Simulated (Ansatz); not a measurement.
# Ionic part of the dielectric constant of BaO at 25 GPa, mode by mode

All numbers below come from Ansatz, DFT LDA, scalar-relativistic, plane waves, PAW. Cutoff 420 eV, 10×10×10 k-points (Γ-centred), fixed occupations. No spin polarisation. Phonons by linear response, acoustic sum rule imposed.

It takes space group Fm-3m (No. 225, cubic). Conventional cell: a = 5.102 Å, b = 5.102 Å, c = 5.102 Å, α = 90.00°, β = 90.00°, γ = 90.00°. Ba (site symmetry m-3m) has 6 O at 2.55 Å as nearest neighbours. O (site symmetry m-3m) is surrounded by 6 Ba at 2.55 Å.

Spin–orbit coupling is left out, which matters for heavy elements. The real crystal has changed phase below this pressure. The bands were filled as in an insulator; under compression the gap may have closed between mesh points.

The primitive cell has V = 33.20 Å³ and ε∞,yy = 4.541. Each polar mode adds Δε = (4.92064×10⁷/V)·S/ν² along y, with S its oscillator strength in e²/amu, ν in cm⁻¹ and V in Å³.

Q: From these modes, find each Δε and ε0,yy.
```
ν (cm⁻¹) S_yy (e²/amu)
   149.2         0.6584
```

A:
```
ν (cm⁻¹)     Δε
   149.2  43.86
```

The sum is 43.856, so ε0,yy = 48.40; the run's tensor has 48.40.

Q: Where do the longitudinal modes lie for a wave vector along y?

A: At 487 cm⁻¹. The Lyddane–Sachs–Teller product Π(ν_LO/ν_TO)² = 10.66 matches ε0/ε∞ = 10.66.